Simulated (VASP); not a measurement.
Sr: single point with PBE

The system is Sr.

```
Sr
1.0
    -2.42500    2.42500    2.42500
     2.42500   -2.42500    2.42500
     2.42500    2.42500   -2.42500
Sr
1
Direct
  0.00000 0.00000 0.00000
```

This isn't the form of Sr at room conditions, which is fcc.

* Program: VASP 6.6.1
* Task: single point
* Functional: PBE
* Potentials or basis: VASP PAW PBE potentials, release 64 (Sr_sv)
* Cutoff: 520 eV
* k mesh: 5 × 5 × 5
* Occupations: fermi-dirac, width 0.05 eV
* Spin: no spin polarisation

```
Pressure               : -0.6 GPa
Band gap on the k mesh : none (metal or under the smearing width)
```

Levels at points of the mesh, in eV from the Fermi level:
```csv
k point,band 3,band 4,band 5,band 6,band 7,band 8
"(0.00, 0.00, 0.00)",-18.63,-18.63,-3.64,2.28,2.28,2.28
```

Run time: 7.9 s on 1 thread of Intel(R) Xeon(R) Platinum 8488C (Sapphire Rapids), with other jobs on the host, peak memory 0.16 GiB.

Caveat: the k mesh is coarse (spacing up to 0.37 Å⁻¹), so the values aren't converged.
